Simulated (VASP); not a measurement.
# HfC (Fm-3m) in VASP: notebook

Aim: see how the results for HfC move with the level of theory and the settings. Levels: LDA, PBE. Tasks: single point.

Everything below comes from runs of VASP 6.6.1. Logs are shortened: lines on timing, memory, paths and dates and some standing lists are left out, and cuts for length are marked.

## Step 1: Starting point

The structure is cubic, space group Fm-3m (No. 225). The conventional cell has a = 4.650 Å, b = 4.650 Å, c = 4.650 Å, α = 90.00°, β = 90.00°, γ = 90.00°. Hf (site symmetry m-3m) is surrounded by 6 C at 2.33 Å. Around C (site symmetry m-3m) lie 6 Hf at 2.33 Å.

## Step 2: Single point, LDA

The input, INCAR:

```
PREC = Accurate
ENCUT = 900
EDIFF = 1E-8
ISMEAR = -1
SIGMA = 0.1
LREAL = F
LASPH = T
NELM = 100
ALGO = Normal
ISIF = 2
LWAVE = F
LCHARG = F
ADDGRID = F
```

The input, KPOINTS:

```
Automatic mesh
0
Gamma
  18 18 18
```

The input, POSCAR:

```
HfC
1.0
    0.0000000000      2.3250000000      2.3250000000
    2.3250000000      0.0000000000      2.3250000000
    2.3250000000      2.3250000000      0.0000000000
Hf C
1 1
Direct
    0.5000000000      0.5000000000      0.5000000000
    0.0000000000      0.0000000000      0.0000000000
```

Potentials or basis: VASP PAW LDA potentials, release 64 (Hf, C).

On the command line:

```console
$ cat potpaw_LDA.64/Hf/POTCAR potpaw_LDA.64/C/POTCAR > POTCAR
$ mpirun -np 1 vasp_std > vasp.out
```

OUTCAR:

```text
PREC = Accurate
   ENCUT = 900
   EDIFF = 1E-8
   ISMEAR = -1
   LREAL = F
   LASPH = T
   NELM = 100
   ISIF = 2

 ion  position               nearest neighbor table
   1  0.500  0.500  0.500-   2 2.33   2 2.33   2 2.33   2 2.33   2 2.33   2 2.33
   2  0.000  0.000  0.000-   1 2.33   1 2.33   1 2.33   1 2.33   1 2.33   1 2.33

  LATTYP: Found a face centered cubic cell.
 ALAT       =     4.6500000000

  Lattice vectors:

 A1 = (   0.0000000000,   2.3250000000,   2.3250000000)
 A2 = (   2.3250000000,   0.0000000000,   2.3250000000)
 A3 = (   2.3250000000,   2.3250000000,   0.0000000000)

Analysis of symmetry for initial positions (statically):
=====================================================================
 Subroutine PRICEL returns:
 Original cell was already a primitive cell.

 Routine SETGRP: Setting up the symmetry group for a
 face centered cubic supercell.

 Subroutine GETGRP returns: Found 48 space group operations
 (whereof 48 operations were pure point group operations)
 out of a pool of 48 trial point group operations.

The static configuration has the point symmetry O_h .

Analysis of symmetry for dynamics (positions and initial velocities):
=====================================================================
 Subroutine PRICEL returns:
 Original cell was already a primitive cell.

 Routine SETGRP: Setting up the symmetry group for a
 face centered cubic supercell.

 Subroutine GETGRP returns: Found 48 space group operations
 (whereof 48 operations were pure point group operations)
 out of a pool of 48 trial point group operations.

The dynamic configuration has the point symmetry O_h .

 Subroutine INISYM returns: Found 48 space group operations
 (whereof 48 operations are pure point group operations),
 and found     1 'primitive' translations

----------------------------------------------------------------------------------------

                                     Primitive cell

  volume of cell :      25.1362

  direct lattice vectors                    reciprocal lattice vectors
     0.000000000  2.325000000  2.325000000    -0.215053763  0.215053763  0.215053763
     2.325000000  0.000000000  2.325000000     0.215053763 -0.215053763  0.215053763
     2.325000000  2.325000000  0.000000000     0.215053763  0.215053763 -0.215053763

  length of vectors
     3.288046533  3.288046533  3.288046533     0.372484045  0.372484045  0.372484045

  position of ions in fractional coordinates (direct lattice)
     0.500000000  0.500000000  0.500000000
     0.000000000  0.000000000  0.000000000

  ion indices of the primitive-cell ions
   primitive index   ion index
                 1           1
                 2           2

----------------------------------------------------------------------------------------

 KPOINTS: Automatic mesh

Automatic generation of k-mesh.
 Grid dimensions read from file:
 generate k-points for:   18   18   18

 Generating k-lattice:

  Cartesian coordinates                     Fractional coordinates (reciprocal lattice)
    -0.011947431  0.011947431  0.011947431     0.055555556  0.000000000  0.000000000
     0.011947431 -0.011947431  0.011947431     0.000000000  0.055555556  0.000000000
     0.011947431  0.011947431 -0.011947431     0.000000000  0.000000000  0.055555556

  Length of vectors
     0.020693558  0.020693558  0.020693558

  Shift w.r.t. Gamma in fractional coordinates (k-lattice)
     0.000000000  0.000000000  0.000000000

 Subroutine IBZKPT returns following result:
 ===========================================

 Found    195 irreducible k-points:

 Following reciprocal coordinates:
            Coordinates               Weight
  0.000000  0.000000  0.000000      1.000000
  0.055556  0.000000  0.000000      8.000000
  0.111111  0.000000  0.000000      8.000000
  0.166667  0.000000  0.000000      8.000000
  0.222222  0.000000  0.000000      8.000000
  0.277778  0.000000  0.000000      8.000000
[... 16 lines left out ...]
 -0.277778  0.055556  0.000000     24.000000
 -0.222222  0.055556  0.000000     24.000000
 [... further k-points ...]
   k-points           NKPTS =    195   k-points in BZ     NKDIM =    195   number of bands    NBANDS=      8
   number of dos      NEDOS =    301   number of ions     NIONS =      2
   total plane-waves  NPLWV =  32768
   dimension x,y,z NGX =    32 NGY =   32 NGZ =   32
   dimension x,y,z NGXF=    64 NGYF=   64 NGZF=   64
   ions per type =               1   1
   NGX,Y,Z   is equivalent  to a cutoff of  16.18, 16.18, 16.18 a.u.
   NGXF,Y,Z  is equivalent  to a cutoff of  32.36, 32.36, 32.36 a.u.
 SYSTEM =  unknown system
   PREC   = accura    normal or accurate (medium, high low for compatibility)
   ISTART =      0    job   : 0-new  1-cont  2-samecut
   ICHARG =      2    charge: 1-file 2-atom 10-const
   ISPIN  =      1    spin polarized calculation?
   LNONCOLLINEAR =      F non collinear calculations
   LSORBIT =      F    spin-orbit coupling
   LASPH  =      T    aspherical Exc in radial PAW
   ENCUT  =  900.0 eV  66.15 Ry    8.13 a.u.   8.04  8.04  8.04*2*pi/ulx,y,z
   NELM   =    100;   NELMIN=  2; NELMDL= -5     # of ELM steps
   EDIFF  = 0.1E-07   stopping-criterion for ELM
   LREAL  =      F    real-space projection
   EDIFFG = 0.1E-06   stopping-criterion for IOM
   NSW    =      0    number of steps for IOM
   IBRION =     -1    ionic relax: 0-MD 1-quasi-New 2-CG
   NFREE  =      0    steps in history (QN), initial steepest desc. (CG)
   ISIF   =      2    stress and relaxation
   ISYM   =      2    0-nonsym 1-usesym 2-fastsym
   POTIM  = 0.5000    time-step for ionic-motion
   TEBEG  =    0.0;   TEEND  =   0.0 temperature during run
   PSTRESS=    0.0 pullay stress
   NELECT =       8.0000    total number of electrons
   NUPDOWN=      -1.0000    fix difference up-down
   EMIN   =  10.00;   EMAX   =-10.00  energy-range for DOS
   EFERMI =   0.00;   METHOD = LEGACY
   ISMEAR =    -1;   SIGMA  =   0.10  broadening in eV -4-tet -1-fermi 0-gaus
   EFERMI_NEDOS =   21; number of points for ismear=-14 and -15
   IALGO  =     38    algorithm
   IMIX   =      4    mixing-type and parameters
     AMIX     =   0.40;   BMIX     =  1.00
     AMIX_MAG =   1.60;   BMIX_MAG =  1.00
  volume/ion in A,a.u.               =      12.57        84.81
  Fermi-wavevector in a.u.,A,eV,Ry     =   1.117734  2.112211 16.998163  1.249330
  Thomas-Fermi vector in A             =   2.254359
   LORBIT       =      0    0 simple, 1 ext, 2 COOP (PROOUT), +10 PAW based schemes
   GGA     = CA    functional components
   LHFCALC =     F    Hartree Fock is set to
   AEXX    =    0.0000 exact exchange contribution
   IVDW    =     0    specifies the selected vdW correction
   LEPSILON=     F    determine dielectric tensor
   LRPA    =     F    only Hartree local field effects (RPA)
 non-spin polarized calculation
  energy-cutoff  :      900.00
  volume of cell :       25.14
 maximum number of plane-waves:      1572
   NGX = 17   NGY = 17   NGZ = 17

 number of electron       8.0000000 magnetization

 Free energy of the ion-electron system (eV)
  ---------------------------------------------------
  ext. energy  EPLUGINS =         0.00000000
  ---------------------------------------------------
  free energy    TOTEN  =       -22.93457657 eV

  energy without entropy =      -22.92495841  energy(sigma->0) =      -22.92976749

 E-fermi :   6.2133     XC(G=0): -12.1983

 val. band max:        6.2059722007   @ k =   0.1111   0.0556   0.0000
 cond. band min:       6.2169782540   @ k =   0.5000   0.4444   0.0000
 fundamental gap:      0.0110060533
 Fermi energy:         6.2132923727

 k-point     1 :       0.0000    0.0000    0.0000
  band No.  band energies     occupation
      1      -5.9177      2.00000
      2       7.2394      0.00007
      3       7.2394      0.00007
      4       7.2394      0.00007
      5       7.5233      0.00000
      6       7.5233      0.00000
      7       7.5233      0.00000
      8       9.5427      0.00000

 k-point     2 :       0.0556    0.0000    0.0000
  band No.  band energies     occupation
      1      -5.8439      2.00000
      2       6.5746      0.05251
      3       6.7915      0.00614
      4       6.7915      0.00614
      5       7.7228      0.00000
      6       7.7228      0.00000
      7       7.9964      0.00000
      8       9.9519      0.00000

 k-point     3 :       0.1111    0.0000    0.0000
  band No.  band energies     occupation
      1      -5.6261      2.00000
      2       5.6587      1.99222
      3       6.0846      1.56724
      4       6.0846      1.56724
      5       8.0007      0.00000
      6       8.0007      0.00000
      7       8.4035      0.00000
      8      10.8570      0.00000

 k-point     4 :       0.1667    0.0000    0.0000
  band No.  band energies     occupation
      1      -5.2756      2.00000
      2       4.6805      2.00000
      3       5.3801      1.99952
      4       5.3801      1.99952
      5       8.3856      0.00000
      6       8.3856      0.00000
      7       8.7087      0.00000
      8      11.9492      0.00000

 k-point     5 :       0.2222    0.0000    0.0000
  band No.  band energies     occupation
      1      -4.8107      2.00000
      2       3.6977      2.00000
      3       4.7474      2.00000
      4       4.7474      2.00000
      5       8.8873      0.00000
      6       8.8873      0.00000
      7       9.0092      0.00000
      8      13.1139      0.00000

 k-point     6 :       0.2778    0.0000    0.0000
  band No.  band energies     occupation
      1      -4.2558      2.00000
      2       2.7455      2.00000
      3       4.2129      2.00000
      4       4.2129      2.00000
      5       9.3838      0.00000
      6       9.4855      0.00000
      7       9.4855      0.00000
      8      14.2871      0.00000

 k-point     7 :       0.3333    0.0000    0.0000
  band No.  band energies     occupation
      1      -3.6423      2.00000
      2       1.8487      2.00000
      3       3.7888      2.00000
      4       3.7888      2.00000
      5       9.8830      0.00000
      6      10.1365      0.00000
      7      10.1365      0.00000
      8      15.2237      0.00000
[... 133 lines left out ...]
 k-point    20 :      -0.4444    0.0556    0.0000
  band No.  band energies     occupation
      1      -2.3715      2.00000
      2       0.3036      2.00000
      3       3.2750      2.00000
      4       3.3136      2.00000
      5      11.0913      0.00000
      6      11.2160      0.00000
      7      11.7217      0.00000
      8      13.4918      0.00000

 k-point    21 :      -0.3889    0.0556    0.0000
  band No.  band energies     occupation
      1      -2.8234      2.00000
      2       0.8259      2.00000
      3       3.3752      2.00000
      4       3.4910      2.00000
      5      10.5075      0.00000
      6      10.6966      0.00000
      7      11.4722      0.00000
      8      14.2548      0.00000

 k-point    22 :      -0.3333    0.0556    0.0000
  band No.  band energies     occupation
      1      -3.4143      2.00000
      2       1.5588      2.00000
      3       3.5973      2.00000
      4       3.7825      2.00000
      5       9.8919      0.00000
      6      10.0477      0.00000
      7      10.9786      0.00000
      8      14.7668      0.00000

 k-point    23 :      -0.2778    0.0556    0.0000
  band No.  band energies     occupation
      1      -4.0216      2.00000
      2       2.3956      2.00000
      3       3.9390      2.00000
      4       4.1803      2.00000
      5       9.3838      0.00000
      6       9.3965      0.00000
      7      10.3613      0.00000
      8      13.8772      0.00000

 k-point    24 :      -0.2222    0.0556    0.0000
  band No.  band energies     occupation
      1      -4.5881      2.00000
      2       3.2951      2.00000
      3       4.3961      2.00000
      4       4.6710      2.00000
      5       8.7762      0.00000
      6       9.0292      0.00000
      7       9.7448      0.00000
      8      12.7636      0.00000

 [... further k-points ...]

------------------------ aborting loop because EDIFF is reached ----------------------------------------

  FORCE on cell =-STRESS in cart. coord.  units (eV):
  Direction    XX          YY          ZZ          XY          YZ          ZX
  --------------------------------------------------------------------------------------
  -------------------------------------------------------------------------------------
  Total       -1.8296433     -1.8296433     -1.8296433      0.0000000     -0.0000000     -0.0000000
  in kB     -116.6213684   -116.6213684   -116.6213684      0.0000000     -0.0000000     -0.0000000
  external PRESSURE =    -116.6213684 kB  Pullay stress =       0.0000000 kB

 VOLUME and BASIS-vectors are now :
 -----------------------------------------------------------------------------
  energy-cutoff  :      900.00
  volume of cell :       25.14
      direct lattice vectors                 reciprocal lattice vectors
     0.000000000  2.325000000  2.325000000    -0.215053763  0.215053763  0.215053763
     2.325000000  0.000000000  2.325000000     0.215053763 -0.215053763  0.215053763
     2.325000000  2.325000000  0.000000000     0.215053763  0.215053763 -0.215053763

 POSITION                                       TOTAL-FORCE (eV/Angst)
 -----------------------------------------------------------------------------------
      2.32500      2.32500      2.32500         0.000000      0.000000      0.000000
      0.00000      0.00000      0.00000         0.000000     -0.000000     -0.000000
 -----------------------------------------------------------------------------------
    total drift:                                0.000000     -0.000000     -0.000000

  FREE ENERGIE OF THE ION-ELECTRON SYSTEM (eV)
  ---------------------------------------------------
  free  energy   TOTEN  =       -22.9345765698 eV

  energy  without entropy=      -22.9249584070  energy(sigma->0) =      -22.92976749
```

Run time: 2.7 min. Hardware: 1 thread of AMD EPYC, shared host; peak memory 0.22 GiB.

Results:

```
Free energy            : -22.9346 eV
Pressure               : -11.7 GPa
Band gap on the k mesh : none (metal or under the smearing width)
```

Levels at points of the mesh, in eV from the Fermi level:
```tsv
k point	band 1	band 2	band 3	band 4	band 5	band 6	band 7	band 8
(0.00, 0.00, 0.00)	-12.13	1.03	1.03	1.03	1.31	1.31	1.31	3.33
(0.50, 0.00, 0.00)	-8.43	-6.11	-2.98	-2.98	5.22	5.22	5.70	6.63
(0.50, 0.50, 0.00)	-10.21	-2.54	-1.82	-0.06	-0.06	5.25	6.63	6.63
```

(Part 1 of 2 ends here.)
